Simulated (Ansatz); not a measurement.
# Cd (bcc): from the first guess to the electronic structure

Task: find the zero-pressure cell of Cd (bcc) and describe its electrons. The run doesn't test whether this is the element's stable form.

This is Cd in the bcc structure; at room conditions it is hcp.

Program: Ansatz 0.2.0. Level of theory: DFT HSE06, scalar-relativistic, plane waves, PAW (the target; the first runs use scalar-relativistic PBE). These are calculated values, not measurements.

## (1) Starting point

Symmetry: Im-3m, No. 229, cubic system. Conventional cell: a = 3.509 Å, b = 3.509 Å, c = 3.509 Å, α = 90.00°, β = 90.00°, γ = 90.00°. Cd (site symmetry m-3m) has 8 Cd at 3.04 Å as nearest neighbours.

Coordinates:

```xyz
1
Lattice="-1.7547 1.7547 1.7547 1.7547 -1.7547 1.7547 1.7547 1.7547 -1.7547" Properties=species:S:1:pos:R:3 pbc="T T T"
Cd    0.0000    0.0000    0.0000
```

## (2) At the starting volume (PBE, 8×8×8 mesh)

Input file input.yaml:

```yaml
crystal:
  lattice:
    - [-1.7547300608, 1.7547300608, 1.7547300608]
    - [1.7547300608, -1.7547300608, 1.7547300608]
    - [1.7547300608, 1.7547300608, -1.7547300608]
  atoms:
    - { symbol: Cd, position: [0.0, 0.0, 0.0] }
basis:
  ecutwfc: 420
  ecutrho_ratio: 4
kpoints:
  mp_grid: { grid: [8, 8, 8] }
hamiltonian:
  xc: pbe
scf:
  occupations: { method: gaussian, width: 0.05 }
output:
  forces: true
  stress: true
  eigenvalues: true
```

The program printed (excerpt; [...] marks lines left out):

```text
Warning: RAYON_NUM_THREADS=4 ignored (pool sized by the plan → 4); use --threads N
[...]
Pseudopotentials: kind: paw
Pseudopotential: Cd, paw, valence charge 20, recommended cutoff 420 eV (normal), Cd.paw.azcp
Functional definition: PBE
[...]
Crystal: 1 atoms, lattice volume = 21.612 Å³
Basis set: ecut = 420 eV, 429 PW (Γ), exchange–correlation on 48×48×48 points (8 copies of the dense FFT grid, shifted against one another)
Bands: 14, of which v1, the nominal top of the filled ones, is band 10 counted from 1 (9 counted from 0)
Symmetry: 48 space group operations
Space group: Im-3m (ITA 229), of the structure as read, at distance tolerance 2.8e-5 Å
k-points: 29 of 512
[...]
SCF iter   1: F=—  HF=-8254.360116 eV  |F-HF|=—  |Δ(HF+E_count)|=         —  Δρ=5.82e-4  dr2=3.49e-5  ethr=1.77e-3  ⟨swp⟩=5.3  Hψ=2063  notcnv=0
[...]
SCF iter   6: F=-8254.360301 eV  HF=-8254.360301 eV  |F-HF|=1.82e-12  |Δ(HF+E_count)|=  3.64e-12  Δρ=2.81e-7  dr2=9.45e-12  ethr=2.11e-12  ⟨swp⟩=1.5  Hψ=1143  notcnv=0
[...]
SCF converged after 6 iterations
Free energy (F): -8254.360301 eV
[...]
E sigma→0 (E₀):  -8254.359825 eV
Entropy (-TS):   -0.000951 eV (-0.951 meV/atom)
Fermi energy:    14.586084 eV
[...]
--- Forces (eV/Å), atoms counted from 1 ---
  atom   1  Cd    -0.00000000    -0.00000000     0.00000000
[...]
--- Stress (GPa, compression-positive) ---
        3.146946       0.000000       0.000000
        0.000000       3.146946      -0.000000
        0.000000       0.000000       3.146946
  P = ⅓ Tr σ = 3.1469 GPa (31.469 kbar)
--- Band table (eV; the first three rows and the last of 29) ---
  k-point 0: bands = ["-88.3872", "-49.4186", "-49.4186", "-49.4186", "5.3749", "5.3749", "5.3749", "5.7719", "6.0392", "6.0392", "29.4972", "29.4972", "29.4972", "31.1719"]
[...]
```

Run time: 0.55 s. Hardware: 4 threads of an Arm CPU, shared host; peak memory 0.26 GiB.

Result: volume 21.612 Å³/atom, pressure 3.15 GPa, a metal on this mesh.

## (3) Volume 22.065 Å³/atom (PBE, 8×8×8 mesh)

input.yaml: that of step 2 with these lines changed.

```diff
@@ -2,5 +2,5 @@
   lattice:
-    - [-1.7547300608, 1.7547300608, 1.7547300608]
-    - [1.7547300608, -1.7547300608, 1.7547300608]
-    - [1.7547300608, 1.7547300608, -1.7547300608]
+    - [-1.766916432, 1.766916432, 1.766916432]
+    - [1.766916432, -1.766916432, 1.766916432]
+    - [1.766916432, 1.766916432, -1.766916432]
   atoms:
```

The program printed (excerpt; [...] marks lines left out):

```text
Warning: RAYON_NUM_THREADS=4 ignored (pool sized by the plan → 4); use --threads N
[...]
[... 3 set-up lines as earlier in the session ...]
[...]
Crystal: 1 atoms, lattice volume = 22.065 Å³
Basis set: ecut = 420 eV, 429 PW (Γ), exchange–correlation on 48×48×48 points (8 copies of the dense FFT grid, shifted against one another)
Bands: 14, of which v1, the nominal top of the filled ones, is band 10 counted from 1 (9 counted from 0)
[... 2 set-up lines as earlier in the session ...]
k-points: 29 of 512
[...]
SCF iter   1: F=—  HF=-8254.367266 eV  |F-HF|=—  |Δ(HF+E_count)|=         —  Δρ=5.83e-4  dr2=3.95e-5  ethr=1.77e-3  ⟨swp⟩=5.4  Hψ=2078  notcnv=0
[...]
SCF iter   6: F=-8254.367449 eV  HF=-8254.367449 eV  |F-HF|=3.27e-11  |Δ(HF+E_count)|=  4.87e-10  Δρ=4.54e-7  dr2=4.28e-11  ethr=9.26e-12  ⟨swp⟩=2.1  Hψ=1188  notcnv=0
[...]
SCF converged after 6 iterations
Free energy (F): -8254.367449 eV
[...]
E sigma→0 (E₀):  -8254.366973 eV
Entropy (-TS):   -0.000951 eV (-0.951 meV/atom)
Fermi energy:    14.153694 eV
[...]
--- Forces (eV/Å), atoms counted from 1 ---
  atom   1  Cd    -0.00000000     0.00000000     0.00000000
[...]
--- Stress (GPa, compression-positive) ---
        1.934657       0.000000       0.000000
       -0.000000       1.934657      -0.000000
        0.000000       0.000000       1.934657
  P = ⅓ Tr σ = 1.9347 GPa (19.347 kbar)
--- Band table (eV; the first three rows and the last of 29) ---
  k-point 0: bands = ["-88.7380", "-49.7712", "-49.7712", "-49.7712", "5.0414", "5.0414", "5.0414", "5.5350", "5.6785", "5.6785", "29.0400", "29.0400", "29.0400", "30.4834"]
[...]
```

It took 0.56 s on 4 threads of an Arm CPU, shared host; peak memory 0.26 GiB.

In short: volume 22.065 Å³/atom, pressure 1.93 GPa, no gap.

## (4) Volume 22.914 Å³/atom (PBE, 8×8×8 mesh)

input.yaml: that of step 3 with these lines changed.

```diff
@@ -2,5 +2,5 @@
   lattice:
-    - [-1.766916432, 1.766916432, 1.766916432]
-    - [1.766916432, -1.766916432, 1.766916432]
-    - [1.766916432, 1.766916432, -1.766916432]
+    - [-1.7893004768, 1.7893004768, 1.7893004768]
+    - [1.7893004768, -1.7893004768, 1.7893004768]
+    - [1.7893004768, 1.7893004768, -1.7893004768]
   atoms:
```

The program printed (excerpt; [...] marks lines left out):

```text
Warning: RAYON_NUM_THREADS=4 ignored (pool sized by the plan → 4); use --threads N
[...]
[... 3 set-up lines as earlier in the session ...]
[...]
Crystal: 1 atoms, lattice volume = 22.914 Å³
Basis set: ecut = 420 eV, 429 PW (Γ), exchange–correlation on 48×48×48 points (8 copies of the dense FFT grid, shifted against one another)
Bands: 14, of which v1, the nominal top of the filled ones, is band 10 counted from 1 (9 counted from 0)
[... 2 set-up lines as earlier in the session ...]
k-points: 29 of 512
[...]
SCF iter   1: F=—  HF=-8254.372776 eV  |F-HF|=—  |Δ(HF+E_count)|=         —  Δρ=4.42e-4  dr2=1.85e-5  ethr=1.77e-3  ⟨swp⟩=5.4  Hψ=2081  notcnv=0
[...]
SCF iter   6: F=-8254.372952 eV  HF=-8254.372952 eV  |F-HF|=7.64e-11  |Δ(HF+E_count)|=   4.71e-9  Δρ=1.10e-6  dr2=2.80e-10  ethr=1.26e-11  ⟨swp⟩=1.8  Hψ=1229  notcnv=0
[...]
SCF converged after 6 iterations
Free energy (F): -8254.372952 eV
[...]
E sigma→0 (E₀):  -8254.371904 eV
Entropy (-TS):   -0.002096 eV (-2.096 meV/atom)
Fermi energy:    13.411244 eV
[...]
--- Forces (eV/Å), atoms counted from 1 ---
  atom   1  Cd     0.00000000     0.00000000     0.00000000
[...]
--- Stress (GPa, compression-positive) ---
        0.424400      -0.000000       0.000000
        0.000000       0.424400       0.000000
       -0.000000       0.000000       0.424400
  P = ⅓ Tr σ = 0.4244 GPa (4.244 kbar)
--- Band table (eV; the first three rows and the last of 29) ---
  k-point 0: bands = ["-89.3498", "-50.3861", "-50.3861", "-50.3861", "4.4581", "4.4581", "4.4581", "5.0479", "5.0479", "5.1202", "28.2276", "28.2276", "28.2276", "29.2670"]
[...]
```

Wall time 0.56 s (4 threads of an Arm CPU, shared host); peak memory 0.26 GiB.

Read off: volume 22.914 Å³/atom, pressure 0.42 GPa, metallic.

## (5) First run at HSE06

input.yaml: that of step 4 with these lines changed.

```diff
@@ -13,3 +13,3 @@
 hamiltonian:
-  xc: pbe
+  xc: hse06
 scf:
```

The program printed (excerpt; [...] marks lines left out):

```text
Warning: output.stress: scf.convergence.dr2_threshold = 1e-7 eV (the SCF's general default) is looser than the 1e-10 eV advised for a printed stress (1e-10 eV for each atom of the cell: 1). What an SCF threshold leaves in a stress goes as its square root, and in the free energy as the [...]
Warning: output.stress: scf.exx.energy_threshold = 1e-6 eV is looser than the 1e-8 eV advised for a stress under a hybrid functional (1e-8 eV for each atom of the cell: 1). Every SCF of the exchange loop can meet its threshold on dr2 while the loop round them stops early: no threshold on [...]
Warning: RAYON_NUM_THREADS=4 ignored (pool sized by the plan → 4); use --threads N
[...]
[... 2 set-up lines as earlier in the session ...]
Functional definition: HSE06
[...]
Crystal: 1 atoms, lattice volume = 22.914 Å³
Basis set: ecut = 420 eV, 429 PW (Γ), exchange–correlation on 48×48×48 points (8 copies of the dense FFT grid, shifted against one another)
Bands: 14, of which v1, the nominal top of the filled ones, is band 10 counted from 1 (9 counted from 0)
[... 1 set-up line as earlier in the session ...]
[...]
Frozen-core exchange: fock
[...]
SCF iter   3: F=-8258.029864 eV  HF=-8258.029864 eV  |F-HF|=2.13e-9  |Δ(HF+E_count)|=   7.18e-9  Δρ=3.50e-6  dr2=8.62e-9  ethr=2.25e-11  ⟨swp⟩=3.5  Hψ=1073  notcnv=0
[...]
hybrid outer 2: dexx = +1.462e-7 eV, tail = 3.38e-8 eV, Δε = 2.75e-3 eV (about 1.36e-4 eV left of the loop's levels)
hybrid SCF converged: 2 outer / 10 inner (+6 warm-up), last move |dexx| = 1.46e-7 eV, tail = 3.38e-8 eV
Stability not checked: this state was not tested for a lower state beside it, because the functional holds exact exchange (a hybrid, or Hartree-Fock), whose exchange loop this test does not read (fock_operator; see scf.lower_state_search)
Free energy (F): -8258.029864 eV
Frozen-core exchange: fock
[...]
E sigma→0 (E₀):  -8258.029389 eV
Entropy (-TS):   -0.000952 eV (-0.952 meV/atom)
Fermi energy:    13.507428 eV
[...]
--- Forces (eV/Å), atoms counted from 1 ---
  atom   1  Cd     0.00000000     0.00000000     0.00000000
[...]
--- Stress (GPa, compression-positive) ---
       -0.865314      -0.000000       0.000000
       -0.000000      -0.865314       0.000000
       -0.000000       0.000000      -0.865314
  P = ⅓ Tr σ = -0.8653 GPa (-8.653 kbar)
--- Band table (eV; the first three rows and the last of 29) ---
  k-point 0: bands = ["-95.0264", "-54.7071", "-54.7071", "-54.7071", "2.6440", "2.6440", "2.6440", "3.2513", "3.2513", "3.9653", "28.9154", "28.9154", "28.9154", "30.4659"]
[...]
```

It took 14 s on 4 threads of an Arm CPU, shared host; peak memory 1.2 GiB.

In short: volume 22.914 Å³/atom, pressure -0.87 GPa, no gap.

## (6) Stepping to 22.782 Å³/atom

input.yaml: that of step 5 with these lines changed.

```diff
@@ -2,5 +2,5 @@
   lattice:
-    - [-1.7893004768, 1.7893004768, 1.7893004768]
-    - [1.7893004768, -1.7893004768, 1.7893004768]
-    - [1.7893004768, 1.7893004768, -1.7893004768]
+    - [-1.785853159, 1.785853159, 1.785853159]
+    - [1.785853159, -1.785853159, 1.785853159]
+    - [1.785853159, 1.785853159, -1.785853159]
   atoms:
```

The program printed (excerpt; [...] marks lines left out):

```text
Warning: output.stress: scf.convergence.dr2_threshold = 1e-7 eV (the SCF's general default) is looser than the 1e-10 eV advised for a printed stress (1e-10 eV for each atom of the cell: 1). What an SCF threshold leaves in a stress goes as its square root, and in the free energy as the [...]
Warning: output.stress: scf.exx.energy_threshold = 1e-6 eV is looser than the 1e-8 eV advised for a stress under a hybrid functional (1e-8 eV for each atom of the cell: 1). Every SCF of the exchange loop can meet its threshold on dr2 while the loop round them stops early: no threshold on [...]
Warning: RAYON_NUM_THREADS=4 ignored (pool sized by the plan → 4); use --threads N
[...]
[... 3 set-up lines as earlier in the session ...]
[...]
Crystal: 1 atoms, lattice volume = 22.782 Å³
Basis set: ecut = 420 eV, 429 PW (Γ), exchange–correlation on 48×48×48 points (8 copies of the dense FFT grid, shifted against one another)
Bands: 14, of which v1, the nominal top of the filled ones, is band 10 counted from 1 (9 counted from 0)
[... 1 set-up line as earlier in the session ...]
[...]
Frozen-core exchange: fock
[...]
SCF iter   3: F=-8258.030454 eV  HF=-8258.030454 eV  |F-HF|=2.04e-9  |Δ(HF+E_count)|=   6.81e-9  Δρ=3.49e-6  dr2=8.42e-9  ethr=2.24e-11  ⟨swp⟩=3.8  Hψ=1071  notcnv=0
[...]
hybrid outer 2: dexx = +1.466e-7 eV, tail = 3.31e-8 eV, Δε = 2.67e-3 eV (about 1.31e-4 eV left of the loop's levels)
hybrid SCF converged: 2 outer / 10 inner (+5 warm-up), last move |dexx| = 1.47e-7 eV, tail = 3.31e-8 eV
Stability not checked: this state was not tested for a lower state beside it, because the functional holds exact exchange (a hybrid, or Hartree-Fock), whose exchange loop this test does not read (fock_operator; see scf.lower_state_search)
Free energy (F): -8258.030455 eV
Frozen-core exchange: fock
[...]
E sigma→0 (E₀):  -8258.029977 eV
Entropy (-TS):   -0.000956 eV (-0.956 meV/atom)
Fermi energy:    13.622541 eV
[...]
--- Forces (eV/Å), atoms counted from 1 ---
  atom   1  Cd     0.00000000     0.00000000    -0.00000000
[...]
--- Stress (GPa, compression-positive) ---
       -0.608054      -0.000000       0.000000
        0.000000      -0.608054       0.000000
       -0.000000       0.000000      -0.608054
  P = ⅓ Tr σ = -0.6081 GPa (-6.081 kbar)
--- Band table (eV; the first three rows and the last of 29) ---
  k-point 0: bands = ["-94.9328", "-54.6129", "-54.6129", "-54.6129", "2.7330", "2.7330", "2.7330", "3.3477", "3.3477", "4.0238", "29.0409", "29.0409", "29.0409", "30.6528"]
[...]
```

Wall time 15 s (4 threads of an Arm CPU, shared host); peak memory 1.2 GiB.

This gives: volume 22.782 Å³/atom, pressure -0.61 GPa, metallic.

## (7) Volume 22.486 Å³/atom

input.yaml: that of step 6 with these lines changed.

```diff
@@ -2,5 +2,5 @@
   lattice:
-    - [-1.785853159, 1.785853159, 1.785853159]
-    - [1.785853159, -1.785853159, 1.785853159]
-    - [1.785853159, 1.785853159, -1.785853159]
+    - [-1.7780696473, 1.7780696473, 1.7780696473]
+    - [1.7780696473, -1.7780696473, 1.7780696473]
+    - [1.7780696473, 1.7780696473, -1.7780696473]
   atoms:
```

The program printed (excerpt; [...] marks lines left out):

```text
Warning: output.stress: scf.convergence.dr2_threshold = 1e-7 eV (the SCF's general default) is looser than the 1e-10 eV advised for a printed stress (1e-10 eV for each atom of the cell: 1). What an SCF threshold leaves in a stress goes as its square root, and in the free energy as the [...]
Warning: output.stress: scf.exx.energy_threshold = 1e-6 eV is looser than the 1e-8 eV advised for a stress under a hybrid functional (1e-8 eV for each atom of the cell: 1). Every SCF of the exchange loop can meet its threshold on dr2 while the loop round them stops early: no threshold on [...]
Warning: RAYON_NUM_THREADS=4 ignored (pool sized by the plan → 4); use --threads N
[...]
[... 3 set-up lines as earlier in the session ...]
[...]
Crystal: 1 atoms, lattice volume = 22.486 Å³
Basis set: ecut = 420 eV, 429 PW (Γ), exchange–correlation on 48×48×48 points (8 copies of the dense FFT grid, shifted against one another)
Bands: 14, of which v1, the nominal top of the filled ones, is band 10 counted from 1 (9 counted from 0)
[... 1 set-up line as earlier in the session ...]
[...]
Frozen-core exchange: fock
[...]
SCF iter   3: F=-8258.031015 eV  HF=-8258.031015 eV  |F-HF|=9.02e-10  |Δ(HF+E_count)|=   5.57e-8  Δρ=2.68e-6  dr2=8.31e-10  ethr=2.25e-11  ⟨swp⟩=3.9  Hψ=1125  notcnv=0  defer=1
[...]
hybrid outer 2: dexx = +1.484e-7 eV, tail = 1.83e-8 eV, Δε = 2.36e-3 eV (about 8.65e-5 eV left of the loop's levels)
hybrid SCF converged: 2 outer / 10 inner (+5 warm-up), last move |dexx| = 1.48e-7 eV, tail = 1.83e-8 eV
Stability not checked: this state was not tested for a lower state beside it, because the functional holds exact exchange (a hybrid, or Hartree-Fock), whose exchange loop this test does not read (fock_operator; see scf.lower_state_search)
Free energy (F): -8258.031015 eV
Frozen-core exchange: fock
[...]
E sigma→0 (E₀):  -8258.030496 eV
Entropy (-TS):   -0.001038 eV (-1.038 meV/atom)
Fermi energy:    13.884117 eV
[...]
--- Forces (eV/Å), atoms counted from 1 ---
  atom   1  Cd     0.00000000    -0.00000000    -0.00000000
[...]
--- Stress (GPa, compression-positive) ---
       -0.036288       0.000000       0.000000
       -0.000000      -0.036288       0.000000
       -0.000000       0.000000      -0.036288
  P = ⅓ Tr σ = -0.0363 GPa (-0.363 kbar)
--- Band table (eV; the first three rows and the last of 29) ---
  k-point 0: bands = ["-94.7202", "-54.3991", "-54.3991", "-54.3991", "2.9353", "2.9353", "2.9353", "3.5668", "3.5668", "4.1577", "29.3268", "29.3268", "29.3268", "31.0797"]
[...]
```

Run time: 13 s. Hardware: 4 threads of an Arm CPU, shared host; peak memory 1.1 GiB.

Result: volume 22.486 Å³/atom, pressure -0.04 GPa, metallic.

## (8) Pressure against volume so far

| step | level | mesh | relaxed | volume (Å³/atom) | pressure (GPa) |
| --- | --- | --- | --- | --- | --- |
| 2 | PBE | 8×8×8 | nothing | 21.612 | 3.15 |
| 3 | PBE | 8×8×8 | nothing | 22.065 | 1.93 |
| 4 | PBE | 8×8×8 | nothing | 22.914 | 0.42 |
| 5 | HSE06 | 8×8×8 | nothing | 22.914 | -0.87 |
| 6 | HSE06 | 8×8×8 | nothing | 22.782 | -0.61 |
| 7 | HSE06 | 8×8×8 | nothing | 22.486 | -0.04 |

How the cell compares, before and after:

| cell as typed | before | after | change |
| --- | --- | --- | --- |
| a (Å) | 3.039 | 3.080 | +1.3 % |
| b (Å) | 3.039 | 3.080 | +1.3 % |
| c (Å) | 3.039 | 3.080 | +1.3 % |
| volume (Å³/atom) | 21.612 | 22.486 | +4.0 % |
| shortest distance (Å) | 3.039 | 3.080 | +1.3 % |
| space group | Im-3m | Im-3m | same |

## (9) The electronic structure

input.yaml: that of step 7 with these lines changed.

```diff
@@ -12,2 +12,7 @@
   mp_grid: { grid: [8, 8, 8] }
+  band_path:
+    path:
+      - [[0.0, 0.0, 0.0], [0.5, -0.5, 0.5], [0.0, 0.0, 0.5], [0.0, 0.0, 0.0], [0.25, 0.25, 0.25], [0.5, -0.5, 0.5]]
+      - [[0.25, 0.25, 0.25], [0.0, 0.0, 0.5]]
+    npoints: 4
 hamiltonian:
@@ -20 +25,4 @@
   eigenvalues: true
+  populations: true
+  dos: { projected: true, de: 0.02 }
+  bader: false
```

The program printed (excerpt; [...] marks lines left out):

```text
Warning: output.stress: scf.convergence.dr2_threshold = 1e-7 eV (the SCF's general default) is looser than the 1e-10 eV advised for a printed stress (1e-10 eV for each atom of the cell: 1). What an SCF threshold leaves in a stress goes as its square root, and in the free energy as the [...]
Warning: output.stress: scf.exx.energy_threshold = 1e-6 eV is looser than the 1e-8 eV advised for a stress under a hybrid functional (1e-8 eV for each atom of the cell: 1). Every SCF of the exchange loop can meet its threshold on dr2 while the loop round them stops early: no threshold on [...]
Warning: RAYON_NUM_THREADS=4 ignored (pool sized by the plan → 4); use --threads N
[...]
[... 3 set-up lines as earlier in the session ...]
[...]
Crystal: 1 atoms, lattice volume = 22.486 Å³
Basis set: ecut = 420 eV, 429 PW (Γ), exchange–correlation on 48×48×48 points (8 copies of the dense FFT grid, shifted against one another)
Bands: 14, of which v1, the nominal top of the filled ones, is band 10 counted from 1 (9 counted from 0)
[... 1 set-up line as earlier in the session ...]
[...]
hybrid outer 2: dexx = +1.484e-7 eV, tail = 1.83e-8 eV, Δε = 2.36e-3 eV (about 8.65e-5 eV left of the loop's levels)
NSCF: frozen V_eff on 26 k-points
hybrid SCF converged: 2 outer / 10 inner (+5 warm-up), last move |dexx| = 1.48e-7 eV, tail = 1.83e-8 eV
Stability not checked: this state was not tested for a lower state beside it, because the functional holds exact exchange (a hybrid, or Hartree-Fock), whose exchange loop this test does not read (fock_operator; see scf.lower_state_search)
Free energy (F): -8258.031015 eV
Frozen-core exchange: fock
[...]
E sigma→0 (E₀):  -8258.030496 eV
Entropy (-TS):   -0.001038 eV (-1.038 meV/atom)
Fermi energy:    13.884117 eV
[...]
--- Forces (eV/Å), atoms counted from 1 ---
  atom   1  Cd     0.00000000    -0.00000000    -0.00000000
[...]
--- Stress (GPa, compression-positive) ---
       -0.036288       0.000000       0.000000
       -0.000000      -0.036288       0.000000
       -0.000000       0.000000      -0.036288
  P = ⅓ Tr σ = -0.0363 GPa (-0.363 kbar)
--- Band table (eV; the first three rows and the last of 29) ---
  k-point 0: bands = ["-94.7202", "-54.3991", "-54.3991", "-54.3991", "2.9353", "2.9353", "2.9353", "3.5668", "3.5668", "4.1577", "29.3268", "29.3268", "29.3268", "31.0797"]
[...]
--- Löwdin populations: 1 site ---
  site symbol       q [e]
     0     Cd     19.4817
  spilling = 0.025915 (of n_electrons = 20.000000)
```

It took 67 s on 4 threads of an Arm CPU, shared host; peak memory 1.1 GiB.

Read off: volume 22.486 Å³/atom, pressure -0.04 GPa, no gap.

Levels next to the Fermi level at the named points, in eV from the Fermi level:

| point | filled | empty |
| --- | --- | --- |
| Γ | -9.73 |  |
| H |  | 3.83 3.83 3.83 |
| N | -2.30 -0.92 |  |
| P |  | 1.46 2.41 2.41 |

Empty levels over 7.0 eV, where the set of bands solved is no longer complete, are left out.

Where fewer filled levels are listed, no further ones lie within 9 eV under the Fermi level in the band file.

Bands that cross the Fermi level on the path (counted from 0), with the number of crossings: 9: 4, 10: 3.

States per cell in windows of 1 eV (zero at the Fermi level), total and by projection:

| from | to | total | Cd 5s |
| --- | --- | --- | --- |
| -7 | -6 | 0.17 | 0.15 |
| -6 | -5 | 0.19 | 0.17 |
| -5 | -4 | 0.22 | 0.18 |
| -4 | -3 | 0.26 | 0.18 |
| -3 | -2 | 0.32 | 0.18 |
| -2 | -1 | 0.26 | 0.13 |
| -1 | 0 | 0.24 | 0.12 |
| 0 | 1 | 0.32 | 0.17 |
| 1 | 2 | 0.37 | 0.14 |
| 2 | 3 | 0.43 | 0.10 |
| 3 | 4 | 0.43 | 0.05 |
| 4 | 5 | 0.47 | 0.03 |
| 5 | 6 | 0.42 | 0.01 |

Below -7 eV the file holds 0.8 more states, down to its end at -10 eV.

The projection uses the shells of the potentials' files: it has no valence p orbitals on Cd, so such weight is missing from the shares.

## (10) Outcome

| quantity | value |
| --- | --- |
| space group | Im-3m (No. 229) |
| conventional cell | a = 3.556 Å, b = 3.556 Å, c = 3.556 Å, α = 90.00°, β = 90.00°, γ = 90.00° |
| volume | 22.486 Å³/atom |
| pressure | -0.04 GPa |
| gap | none (metal) |
| states at the Fermi level | about 0.2 per eV per cell |

In words: Over the 6 runs shown the cell moved from 21.61 to 22.49 Å³/atom, a change of +4.0 %, where the pressure is zero within 0.04 GPa. Bands cross the Fermi level, so it is a metal at this level, though with only 0.2 states per eV per cell at the Fermi level. The program warned that the SCF threshold is loose for the stress of this hybrid run. For a metal under a hybrid functional this mesh is coarse.
